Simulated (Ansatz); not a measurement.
# Ta(100) with 4 layers of random Ta-Ti, 2x2: scattering by chemical disorder, part 2 of 2

Aim: the residual resistivity of a random alloy, from Ta(100) with 4 layers of random Ta-Ti, 2x2 and longer regions.

Ansatz 0.2.0; Ansatz plane-wave DFT, PBE, PAW files; ballistic transport by layer matching (Landauer), zero bias; PAW set soft_1.

So far. Step 3 (With 8 alloy layers): Over the solved energies the transmission per spin lies between 6.90 and 7.15, out of 10.2 channels of the lead on average (up to 10.5).

## (4) With 12 alloy layers

In 12 layers a share of 0.25 of the sites is given to Ti at random. A fresh draw is used; the growth of the resistance with length is what counts.

System of this step: Ta(100) with 12 layers of random Ta-Ti, 2x2. The cell holds 88 atoms: 76 Ta and 12 Ti. Cell: a = 6.605 Å, b = 6.605 Å, c = 36.328 Å, α = 90.0°, β = 90.0°, γ = 90.0°. It derives from Ta. Regions: lead, 40 atoms (40 Ta); scattering region, 48 atoms (36 Ta and 12 Ti). The structure is stacked along c, and the current runs across the ab planes.

input.yaml reads:

```yaml
crystal:
  lattice:
    - [6.60512, 0.0, 0.0]
    - [0.0, 6.60512, 0.0]
    - [0.0, 0.0, 36.32816]
  atoms:
    - { symbol: Ta, position: [0.0, 0.0, 0.0227272727] }
    - { symbol: Ta, position: [0.0, 0.5, 0.0227272727] }
    - { symbol: Ta, position: [0.5, 0.0, 0.0227272727] }
    - { symbol: Ta, position: [0.5, 0.5, 0.0227272727] }
    - { symbol: Ta, position: [0.25, 0.25, 0.0681818182] }
    - { symbol: Ta, position: [0.25, 0.75, 0.0681818182] }
    - { symbol: Ta, position: [0.75, 0.25, 0.0681818182] }
    - { symbol: Ta, position: [0.75, 0.75, 0.0681818182] }
    - { symbol: Ta, position: [0.0, 0.0, 0.1136363636] }
    - { symbol: Ta, position: [0.0, 0.5, 0.1136363636] }
    - { symbol: Ta, position: [0.5, 0.0, 0.1136363636] }
    - { symbol: Ta, position: [0.5, 0.5, 0.1136363636] }
    - { symbol: Ta, position: [0.25, 0.25, 0.1590909091] }
    - { symbol: Ta, position: [0.25, 0.75, 0.1590909091] }
    - { symbol: Ta, position: [0.75, 0.25, 0.1590909091] }
    - { symbol: Ta, position: [0.75, 0.75, 0.1590909091] }
    - { symbol: Ta, position: [0.0, 0.0, 0.2045454545] }
    - { symbol: Ta, position: [0.0, 0.5, 0.2045454545] }
    - { symbol: Ta, position: [0.5, 0.0, 0.2045454545] }
    - { symbol: Ta, position: [0.5, 0.5, 0.2045454545] }
    - { symbol: Ta, position: [0.25, 0.25, 0.25] }
    - { symbol: Ta, position: [0.25, 0.75, 0.25] }
    - { symbol: Ta, position: [0.75, 0.25, 0.25] }
    - { symbol: Ta, position: [0.75, 0.75, 0.25] }
    - { symbol: Ta, position: [0.0, 0.0, 0.2954545455] }
    - { symbol: Ta, position: [0.0, 0.5, 0.2954545455] }
    - { symbol: Ti, position: [0.5, 0.0, 0.2954545455] }
    - { symbol: Ta, position: [0.5, 0.5, 0.2954545455] }
    - { symbol: Ti, position: [0.25, 0.25, 0.3409090909] }
    - { symbol: Ti, position: [0.25, 0.75, 0.3409090909] }
    - { symbol: Ta, position: [0.75, 0.25, 0.3409090909] }
    - { symbol: Ta, position: [0.75, 0.75, 0.3409090909] }
    - { symbol: Ta, position: [0.0, 0.0, 0.3863636364] }
    - { symbol: Ti, position: [0.0, 0.5, 0.3863636364] }
    - { symbol: Ta, position: [0.5, 0.0, 0.3863636364] }
    - { symbol: Ta, position: [0.5, 0.5, 0.3863636364] }
    - { symbol: Ti, position: [0.25, 0.25, 0.4318181818] }
    - { symbol: Ta, position: [0.25, 0.75, 0.4318181818] }
    - { symbol: Ti, position: [0.75, 0.25, 0.4318181818] }
    - { symbol: Ta, position: [0.75, 0.75, 0.4318181818] }
    - { symbol: Ta, position: [0.0, 0.0, 0.4772727273] }
    - { symbol: Ta, position: [0.0, 0.5, 0.4772727273] }
    - { symbol: Ti, position: [0.5, 0.0, 0.4772727273] }
    - { symbol: Ta, position: [0.5, 0.5, 0.4772727273] }
    - { symbol: Ta, position: [0.25, 0.25, 0.5227272727] }
    - { symbol: Ta, position: [0.25, 0.75, 0.5227272727] }
    - { symbol: Ta, position: [0.75, 0.25, 0.5227272727] }
    - { symbol: Ta, position: [0.75, 0.75, 0.5227272727] }
    - { symbol: Ta, position: [0.0, 0.0, 0.5681818182] }
    - { symbol: Ta, position: [0.0, 0.5, 0.5681818182] }
    - { symbol: Ta, position: [0.5, 0.0, 0.5681818182] }
    - { symbol: Ta, position: [0.5, 0.5, 0.5681818182] }
    - { symbol: Ti, position: [0.25, 0.25, 0.6136363636] }
    - { symbol: Ta, position: [0.25, 0.75, 0.6136363636] }
    - { symbol: Ti, position: [0.75, 0.25, 0.6136363636] }
    - { symbol: Ta, position: [0.75, 0.75, 0.6136363636] }
    - { symbol: Ta, position: [0.0, 0.0, 0.6590909091] }
    - { symbol: Ti, position: [0.0, 0.5, 0.6590909091] }
    - { symbol: Ta, position: [0.5, 0.0, 0.6590909091] }
    - { symbol: Ti, position: [0.5, 0.5, 0.6590909091] }
    - { symbol: Ta, position: [0.25, 0.25, 0.7045454545] }
    - { symbol: Ta, position: [0.25, 0.75, 0.7045454545] }
    - { symbol: Ta, position: [0.75, 0.25, 0.7045454545] }
    - { symbol: Ti, position: [0.75, 0.75, 0.7045454545] }
    - { symbol: Ta, position: [0.0, 0.0, 0.75] }
    - { symbol: Ta, position: [0.0, 0.5, 0.75] }
    - { symbol: Ta, position: [0.5, 0.0, 0.75] }
    - { symbol: Ta, position: [0.5, 0.5, 0.75] }
    - { symbol: Ta, position: [0.25, 0.25, 0.7954545455] }
    - { symbol: Ta, position: [0.25, 0.75, 0.7954545455] }
    - { symbol: Ta, position: [0.75, 0.25, 0.7954545455] }
    - { symbol: Ta, position: [0.75, 0.75, 0.7954545455] }
    - { symbol: Ta, position: [0.0, 0.0, 0.8409090909] }
    - { symbol: Ta, position: [0.0, 0.5, 0.8409090909] }
    - { symbol: Ta, position: [0.5, 0.0, 0.8409090909] }
    - { symbol: Ta, position: [0.5, 0.5, 0.8409090909] }
    - { symbol: Ta, position: [0.25, 0.25, 0.8863636364] }
    - { symbol: Ta, position: [0.25, 0.75, 0.8863636364] }
    - { symbol: Ta, position: [0.75, 0.25, 0.8863636364] }
    - { symbol: Ta, position: [0.75, 0.75, 0.8863636364] }
    - { symbol: Ta, position: [0.0, 0.0, 0.9318181818] }
    - { symbol: Ta, position: [0.0, 0.5, 0.9318181818] }
    - { symbol: Ta, position: [0.5, 0.0, 0.9318181818] }
    - { symbol: Ta, position: [0.5, 0.5, 0.9318181818] }
    - { symbol: Ta, position: [0.25, 0.25, 0.9772727273] }
    - { symbol: Ta, position: [0.25, 0.75, 0.9772727273] }
    - { symbol: Ta, position: [0.75, 0.25, 0.9772727273] }
    - { symbol: Ta, position: [0.75, 0.75, 0.9772727273] }
kpoints:
  mp_grid: { grid: [4, 4, 1] }
hamiltonian:
  xc: pbe
  pseudopotentials: { kind: paw, azcp: { folder: soft_1 } }
scf:
  occupations: { method: fermi_dirac, width: 0.1 }
output:
  transmission: { leads: [[0, 4]], kmesh: [8, 8], e_range: [-0.05, 0.05], de: 0.05 }
  write_potential: true
  write_density: true
  volumetric_format: npy
```

Launch:

```
$ ansatz run input.yaml --threads 4 --pin off --max-ram 15360MiB --backend cpu --events-out ev --progress --plain --runs-dir out
```

Numbers of over 12 decimals in the logs are rounded to 6 here.

The program printed:

```text
[...]
Crystal: 88 atoms, lattice volume = 1584.911 Å³
Basis set: ecut = 420 eV, 30897 PW (Γ)
Bands: 680, of which v1, the nominal top of the filled ones, is band 566 counted from 1 (565 counted from 0)
Symmetry: 1 space group operations
[...]
k-points: 10 of 16 (time reversal used)
[...]
SCF iter   1: F=—  HF=-784965.964438 eV  |F-HF|=—  |Δ(HF+E_count)|=         —  Δρ=7.35e-2  dr2=1.01e4  ethr=3.10e-3  ⟨swp⟩=6.9  Hψ=27902  notcnv=0  defer=4
[...]
SCF iter  12: F=-784921.889968 eV  HF=-784921.889968 eV  |F-HF|=6.98e-10  |Δ(HF+E_count)|=  4.66e-10  Δρ=7.77e-8  dr2=3.83e-10  ethr=7.45e-12  ⟨swp⟩=1.0  Hψ=13594  notcnv=0
SCF 1 converged in 12 iterations: F = -784921.889968 eV  dr2 = 3.83e-10
[...]
transmission: 228 of 2278 steps passed
transmission: 456 of 2278 steps passed
[...]
transmission: 2278 of 2278 steps passed
SCF converged after 12 iterations
Free energy (F): -784921.889968 eV
[...]
Internal energy: -784917.689893 eV  (E = F + TS)
E sigma→0 (E₀):  -784919.789930 eV
Entropy (-TS):   -4.200075 eV (-47.728 meV/atom)
Fermi energy:    17.699439 eV
[...]
--- Band table (eV; the first three rows and the last of 10) ---
  k-point 0: bands = [... 562 lower, 18.3800, 18.3947, 18.4010, 18.4021, 18.4056, 18.4273, 18.4281, 18.4297, ... 110 higher]
  k-point 1: bands = [... 562 lower, 18.0152, 18.0196, 18.0280, 18.0304, 18.0548, 18.0623, 18.0663, 18.0729, ... 110 higher]
  k-point 2: bands = [... 562 lower, 17.5679, 17.5789, 17.5920, 17.6133, 17.6277, 17.6391, 17.6484, 17.6616, ... 110 higher]
  k-point 9: bands = [... 562 lower, 17.0830, 17.0936, 17.0968, 17.1017, 17.1102, 17.1158, 17.1288, 17.1351, ... 110 higher]
--- Transmission ---
  basis      : 377 plane waves across, 67 finite elements along
  points     : 34, standing for a mesh of 8 x 8
[...]
channels       : 1.048438e1 a spin
[...]
junction   : crystal 0 to crystal 0, 0.70 to 35.37 Å
    transmission   : 6.506171e0 a spin
[...]
```

It took 31 min on 4 threads of Arm Neoverse V2, shared host; peak memory 8.7 GiB.

Numbers from this step:

```
free energy                                   : -784921.8900 eV
energy at zero smearing                       : -784919.7899 eV
Fermi energy                                  : 17.70 eV
transmission per spin nearest the Fermi level : 6.506
step of the lead's potential                  : 1.3 meV
```

Per spin. Table of transmission, zone mean by energy, zero at the Fermi level:

```csv
energy (eV),"transmission, zone mean"
-0.0500,6.25
0.0000,6.51
0.0500,6.48
```

Over the solved energies the transmission per spin lies between 6.25 and 6.51, out of 10.2 channels of the lead on average (up to 10.5).

## (5) The fit

This step: Ansatz plane-wave DFT, PBE, PAW files; ballistic transport by layer matching (Landauer), zero bias; residual resistivity from the slope of the area resistance, atoms on the host's lattice; PAW set soft_1 (Ansatz 0.2.0).

Numbers from this step:

```yaml
resistivity: 14.92 µΩ cm
intercept: 0.03830 fΩ m²
scatter_about_the_fit: 0.009907 fΩ m²
```

Resistance, by row:

```
run  length (Å)      T  channels N  RA (fΩ m²)
 n4       6.605  8.348       10.34      0.1298
 n8       13.21  7.032       10.21      0.2494
n12       19.82  6.411       10.21       0.327
```

Table of area resistance by length of the alloy:

```
length of the alloy (Å)  area resistance (fΩ m²)
                   6.61                    0.130
                  13.21                    0.249
                  19.82                    0.327
```

The area resistance goes from 0.13 to 0.33 fΩ m² between 6.6 and 19.8 Å, a slope of 15 µΩ cm.

By hand from the end points: (0.3270 − 0.1298) fΩ m² / (19.82 − 6.61) Å = 15 µΩ cm, since 1 fΩ m² per Å is 1000 µΩ cm.

## (6) Summary of results

| Quantity | Value |
| --- | --- |
| resistivity from the slope | 14.9 µΩ cm |
| area resistance over 6.61 Å | 0.130 fΩ m² |
| area resistance over 13.2 Å | 0.249 fΩ m² |
| area resistance over 19.8 Å | 0.327 fΩ m² |

In words: The slope gives 15 µΩ cm. The points scatter by 0.0099 fΩ m² about the line, with one random draw a length in a 2x2 cell, so the slope is a rough value. The lead's own channel count moves between the runs (10.3, 10.2 and 10.2), which shifts RA and the slope too. Read with a model of isotropic scattering on a spherical Fermi surface and the lead's 1.8×10¹⁵ S/m², this slope means a mean free path near 29 Å; over these lengths the model's slope is 1.06 times its bulk resistivity, which would be 14 µΩ cm. The atoms sit on the host's lattice, so scattering by size misfit is left out. Spin-orbit coupling is left out, which matters for Ta.

[Logs are printed without paths, hosts, clocks, repeated set-up lines and the standing remarks that a program may print on its own settings, such as how far it seeks lower states.]

[Hosts, paths, dates, database ids (printed as entryN), source tags and the programs' standing remarks are cut or masked in the printed files.]
